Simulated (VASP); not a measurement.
# Si (R-3m) in VASP: phonons with PBE

Aim: the phonons of Si with PBE.

All numbers are computed with VASP 6.6.1; they aren't measurements. Logs are shortened: lines on timing, memory, paths and dates and some standing lists are left out, and cuts for length are marked.

## Step 1: The crystal as given

Symmetry: R-3m, No. 166, trigonal system. The conventional cell has a = 3.813 Å, b = 3.813 Å, c = 9.783 Å, α = 90.00°, β = 90.00°, γ = 120.00°. Si (site symmetry 3m) is surrounded by 4 Si at 2.36 to 2.41 Å.

## Step 2: Phonons, PBE

Contents of POSCAR:

```
Si
1.0
    0.0854690885      2.7813854558      2.7813854558
    2.7813854558      0.0854690885      2.7813854558
    2.7813854558      2.7813854558      0.0854690885
Si
2
Direct
    0.0017629000      0.0017629000      0.0017629000
    0.2482370000      0.2482370000      0.2482370000
```

Contents of INCAR.step1:

```
PREC     = Accurate       # precision mode
ENCUT    = 600            # plane-wave cutoff, eV
EDIFF    = 1E-8           # SCF threshold, eV
ISMEAR   = 0              # smearing method
SIGMA    = 0.01           # smearing width, eV
LREAL    = False          # projectors in reciprocal space
LASPH    = True           # aspherical terms in the spheres
NELM     = 60             # most SCF steps
ALGO     = Fast           # electronic algorithm
ISIF     = 3              # what is computed and relaxed
LWAVE    = False          # write WAVECAR
LCHARG   = False          # write CHGCAR
GGA      = PE             # functional
IBRION   = 2              # ionic algorithm
NSW      = 40             # ionic steps
EDIFFG   = -0.002         # ionic threshold
```

Contents of INCAR.step2:

```
PREC     = Accurate       # precision mode
ENCUT    = 600            # plane-wave cutoff, eV
EDIFF    = 1E-8           # SCF threshold, eV
ISMEAR   = 0              # smearing method
SIGMA    = 0.01           # smearing width, eV
LREAL    = False          # projectors in reciprocal space
LASPH    = True           # aspherical terms in the spheres
NELM     = 60             # most SCF steps
ALGO     = Fast           # electronic algorithm
ISIF     = 2              # what is computed and relaxed
LWAVE    = False          # write WAVECAR
LCHARG   = False          # write CHGCAR
GGA      = PE             # functional
IBRION   = 8              # ionic algorithm
NSW      = 1              # ionic steps
```

Contents of KPOINTS:

```
regular mesh
0
Gamma
  10 10 10
```

Potentials or basis: VASP PAW PBE potentials, release 64 (Si).

Launch:

```sh
> cat potpaw_PBE.64/Si/POTCAR > POTCAR
> cp INCAR.step1 INCAR
> mpirun -np 1 vasp_std > vasp.out
> cp CONTCAR POSCAR
> cp INCAR.step2 INCAR
> mpirun -np 1 vasp_std > vasp.out
```

OUTCAR:

```text
PREC = Accurate
   ENCUT = 600
   EDIFF = 1E-8
   ISMEAR = 0
   LREAL = False
   LASPH = True
   NELM = 60
   ISIF = 2
   GGA = PE
   IBRION = 8
   NSW = 1

 ion  position               nearest neighbor table
   1  0.000  0.000  0.000-   2 2.37   2 2.37   2 2.37   2 2.37
   2  0.250  0.250  0.250-   1 2.37   1 2.37   1 2.37   1 2.37

  LATTYP: Found a trigonal (rhomboedric) cell.
 ALAT       =     3.8671873270
 COS(alpha) =     0.5000658146

  Lattice vectors:

 A1 = (   0.0001799740,   2.7345143801,   2.7345143801)
 A2 = (   2.7345143801,   0.0001799740,   2.7345143801)
 A3 = (   2.7345143801,   2.7345143801,   0.0001799740)

Analysis of symmetry for initial positions (statically):
=====================================================================
 Subroutine PRICEL returns:
 Original cell was already a primitive cell.

 Routine SETGRP: Setting up the symmetry group for a
 trigonal (rhombohedral) supercell.

 Subroutine GETGRP returns: Found 12 space group operations
 (whereof  6 operations were pure point group operations)
 out of a pool of 12 trial point group operations.

The static configuration has the point symmetry C_3v.
 The point group associated with its full space group is D_3d.

Analysis of symmetry for dynamics (positions and initial velocities):
=====================================================================
 Subroutine PRICEL returns:
 Original cell was already a primitive cell.

 Routine SETGRP: Setting up the symmetry group for a
 trigonal (rhombohedral) supercell.

 Subroutine GETGRP returns: Found 12 space group operations
 (whereof  6 operations were pure point group operations)
 out of a pool of 12 trial point group operations.

The dynamic configuration has the point symmetry C_3v.
 The point group associated with its full space group is D_3d.

 Subroutine INISYM returns: Found 12 space group operations
 (whereof  6 operations are pure point group operations),
 and found     1 'primitive' translations

----------------------------------------------------------------------------------------

                                     Primitive cell

  volume of cell :      40.8910

  direct lattice vectors                    reciprocal lattice vectors
     0.000179974  2.734514380  2.734514380    -0.182865875  0.182853840  0.182853840
     2.734514380  0.000179974  2.734514380     0.182853840 -0.182865875  0.182853840
     2.734514380  2.734514380  0.000179974     0.182853840  0.182853840 -0.182865875

  length of vectors
     3.867187327  3.867187327  3.867187327     0.316719090  0.316719090  0.316719090

  position of ions in fractional coordinates (direct lattice)
     0.000008319  0.000008319  0.000008319
     0.249991581  0.249991581  0.249991581

  ion indices of the primitive-cell ions
   primitive index   ion index
                 1           1
                 2           2

----------------------------------------------------------------------------------------

 KPOINTS: regular mesh

Automatic generation of k-mesh.
 Grid dimensions read from file:
 generate k-points for:   10   10   10

 Generating k-lattice:

  Cartesian coordinates                     Fractional coordinates (reciprocal lattice)
    -0.018286587  0.018285384  0.018285384     0.100000000  0.000000000 -0.000000000
     0.018285384 -0.018286587  0.018285384     0.000000000  0.100000000 -0.000000000
     0.018285384  0.018285384 -0.018286587     0.000000000  0.000000000  0.100000000

  Length of vectors
     0.031671909  0.031671909  0.031671909

  Shift w.r.t. Gamma in fractional coordinates (k-lattice)
     0.000000000  0.000000000  0.000000000

 Subroutine IBZKPT returns following result:
 ===========================================

[... 81 lines left out ...]
  energy-cutoff  :      600.00
  volume of cell :       40.89
 maximum number of plane-waves:      1387
   NGX = 15   NGY = 15   NGZ = 15

--------------------------------------- Ionic step        1  -------------------------------------------

 number of electron       8.0000000 magnetization

 Free energy of the ion-electron system (eV)
  ---------------------------------------------------
  ext. energy  EPLUGINS =         0.00000000
  ---------------------------------------------------
  free energy    TOTEN  =       -10.84933439 eV

  energy without entropy =      -10.84933439  energy(sigma->0) =      -10.84933439

 E-fermi :   5.7170     XC(G=0):  -9.3267

 val. band max:        5.6160728132   @ k =   0.0000   0.0000   0.0000
 cond. band min:       6.2336664784   @ k =   0.4000   0.4000   0.0000
 fundamental gap:      0.6175936652
 Fermi energy:         5.7169515665

 k-point     1 :       0.0000    0.0000    0.0000
  band No.  band energies     occupation
      1      -6.1986      2.00000
      2       5.6145      2.00000
      3       5.6161      2.00000
      4       5.6161      2.00000
      5       8.1719      0.00000
      6       8.1726      0.00000
      7       8.1726      0.00000
      8       8.7488      0.00000
[... 243 lines left out ...]
 k-point    24 :       0.4000    0.3000    0.0000
  band No.  band energies     occupation
      1      -4.0761      2.00000
      2       0.2231      2.00000
      3       2.8227      2.00000
      4       3.2314      2.00000
      5       6.6924      0.00000
      6       7.8818      0.00000
      7      12.4705      0.00000
      8      12.6111      0.00000

 [... further k-points ...]

------------------------ aborting loop because EDIFF is reached ----------------------------------------

  FORCE on cell =-STRESS in cart. coord.  units (eV):
  Direction    XX          YY          ZZ          XY          YZ          ZX
  --------------------------------------------------------------------------------------
  -------------------------------------------------------------------------------------
  Total       -0.0014003     -0.0014003     -0.0014003     -0.0008392     -0.0008392     -0.0008392
  in kB       -0.0548645     -0.0548645     -0.0548645     -0.0328809     -0.0328809     -0.0328809
  external PRESSURE =      -0.0548645 kB  Pullay stress =       0.0000000 kB

 VOLUME and BASIS-vectors are now :
 -----------------------------------------------------------------------------
  energy-cutoff  :      600.00
  volume of cell :       40.89
      direct lattice vectors                 reciprocal lattice vectors
     0.000179974  2.734514380  2.734514380    -0.182865875  0.182853840  0.182853840
     2.734514380  0.000179974  2.734514380     0.182853840 -0.182865875  0.182853840
     2.734514380  2.734514380  0.000179974     0.182853840  0.182853840 -0.182865875

 POSITION                                       TOTAL-FORCE (eV/Angst)
 -----------------------------------------------------------------------------------
      0.00005      0.00005      0.00005        -0.000600     -0.000600     -0.000600
      1.36726      1.36726      1.36726         0.000600      0.000600      0.000600
 -----------------------------------------------------------------------------------
    total drift:                                0.000000      0.000000      0.000000

  FREE ENERGIE OF THE ION-ELECTRON SYSTEM (eV)
  ---------------------------------------------------
  free  energy   TOTEN  =       -10.8493343916 eV

  energy  without entropy=      -10.8493343916  energy(sigma->0) =      -10.84933439

[... ionic steps 2 to 3 ...]

--------------------------------------- Ionic step        4  -------------------------------------------

 Free energy of the ion-electron system (eV)
  ---------------------------------------------------
  ---------------------------------------------------
  free energy    TOTEN  =        -0.01737196 eV

  energy without entropy =       -0.01737196

------------------------ aborting loop because EDIFF is reached ----------------------------------------

 INTERNAL STRAIN TENSOR  FOR ION    1  DIRECTION 1   (eV/Angst):
 -----------------------------------------------------------------------------
    -0.01389  0.17457  0.17457
    -0.18596  0.00613  8.76667
    -0.18596  8.76667  0.00613

 INTERNAL STRAIN TENSOR FOR ION    2 for displacements in x,y,z  (eV/Angst):
          X           Y           Z          XY          YZ          ZX
  --------------------------------------------------------------------------------
  x     0.01389    -0.00613    -0.00613     0.18596    -8.76667    -0.17457
  y    -0.00613     0.01389    -0.00613    -0.17457     0.18596    -8.76667
  z    -0.00613    -0.00613     0.01389    -8.76667    -0.17457     0.18596

 SECOND DERIVATIVES (NOT SYMMETRIZED)
 ------------------------------------
               1X          1Y          1Z          2X          2Y          2Z
  1X   -13.048456    0.001749    0.001749   13.048456   -0.001749   -0.001749
  1Y     0.001749  -13.048456    0.001749   -0.001749   13.048456   -0.001749
  1Z     0.001749    0.001749  -13.048456   -0.001749   -0.001749   13.048456
  2X    13.048456   -0.001749   -0.001749  -13.048456    0.001749    0.001749
  2Y    -0.001749   13.048456   -0.001749    0.001749  -13.048456    0.001749
  2Z    -0.001749   -0.001749   13.048456    0.001749    0.001749  -13.048456

 Eigenvectors and eigenvalues of the dynamical matrix
 ----------------------------------------------------

   1 f  =   15.070830 THz    94.692819 2PiTHz  502.708785 cm-1    62.327918 meV
             X         Y         Z           dx          dy          dz
      0.000045  0.000045  0.000045     0.500000   -0.500000    0.000000
      1.367256  1.367256  1.367256    -0.500000    0.500000   -0.000000
[... 16 lines left out ...]
   5 f  =    0.000000 THz     0.000001 2PiTHz    0.000006 cm-1     0.000001 meV
             X         Y         Z           dx          dy          dz
      0.000045  0.000045  0.000045     0.429729   -0.561134   -0.021469
      1.367256  1.367256  1.367256     0.429729   -0.561134   -0.021469

   6 f/i=    0.000000 THz     0.000001 2PiTHz    0.000005 cm-1     0.000001 meV
             X         Y         Z           dx          dy          dz
      0.000045  0.000045  0.000045     0.561518    0.429659    0.009527
      1.367256  1.367256  1.367256     0.561518    0.429659    0.009527

--------------------------------------------------------------------------------------------------------

 ELASTIC MODULI CONTR FROM IONIC RELAXATION (kBar)
 Direction    XX          YY          ZZ          XY          YZ          ZX
 --------------------------------------------------------------------------------
 XX          -0.0008      0.0004      0.0004     -0.1724      0.3659     -0.1507
 YY           0.0004     -0.0008      0.0004     -0.1507     -0.1724      0.3659
 ZZ           0.0004      0.0004     -0.0008      0.3659     -0.1507     -0.1724
 XY          -0.1724     -0.1507      0.3659   -230.9728      0.3664      0.3664
 YZ           0.3659     -0.1724     -0.1507      0.3664   -230.9728      0.3664
 ZX          -0.1507      0.3659     -0.1724      0.3664      0.3664   -230.9728
 --------------------------------------------------------------------------------
```

It took 2.4 min on 1 thread of Intel Xeon 6975P-C (Granite Rapids), shared host; peak memory 0.36 GiB.

What came out:

```yaml
Relaxed_volume: 20.45 Å³/atom
Relaxed_cell: a = 3.867 Å, b = 3.867 Å, c = 3.867 Å, α = 60.00°, β = 60.00°, γ = 60.00°
Space_group_after_relaxing_to_0.05_Å: Fd-3m (No. 227)
Highest_phonon_frequency_at_Γ: 503 cm⁻¹
```

Step by step:
| step | energy change (eV) | largest force (eV/Å) | pressure (GPa) | volume (Å³) |
| --- | --- | --- | --- | --- |
| 1 | 0.0000 | 0.0005 | -0.33 | 41.05 |
| 2 | -0.0211 | 0.4304 | 0.28 | 40.77 |
| 3 | -0.0223 | 0.3405 | 0.13 | 40.83 |
| 4 | -0.0279 | 0.0118 | 0.05 | 40.86 |
| 5 | -0.0279 | 0.0080 | 0.05 | 40.87 |
| 6 | -0.0279 | 0.0011 | 0.05 | 40.87 |
| 7 | -0.0279 | 0.0082 | -0.03 | 40.90 |
| 8 | -0.0279 | 0.0056 | -0.01 | 40.89 |
| 9 | -0.0279 | 0.0058 | -0.01 | 40.89 |
| 10 | -0.0279 | 0.0010 | -0.01 | 40.89 |

Final structure:
```
Si
1.0
     0.00018    2.73451    2.73451
     2.73451    0.00018    2.73451
     2.73451    2.73451    0.00018
Si
2
Direct
  0.00001 0.00001 0.00001
  0.24999 0.24999 0.24999
```

Phonon frequencies in cm⁻¹ (negative: imaginary):
| q point | frequencies |
| --- | --- |
| (0.000, 0.000, 0.000) | 0 0 0 503 503 503 |
